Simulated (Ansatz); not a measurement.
All-electron LAPW in Ansatz 0.2.0 under PBE, scalar-relativistic, energies extrapolated to zero smearing. Slabs are 1×1 cells cut from bulk crystals relaxed on PAW files, with atoms then relaxed, 16 to 20 Å of vacuum, a dipole correction, k spacings of 0.16 to 0.26 Å⁻¹ and smearing of 0.02 to 0.1 eV, without spin–orbit coupling or spin polarisation. The bulk type named needn't be the stable one, and no reconstruction is allowed.

Question: Order these slabs by work function, lowest first.
A. fcc Be (111), 6 layers
B. fcc Be (110), 1 layer
C. hcp Be (0001), 6 layers

Answer: B (3.99 eV), A (5.29 eV), C (5.35 eV).
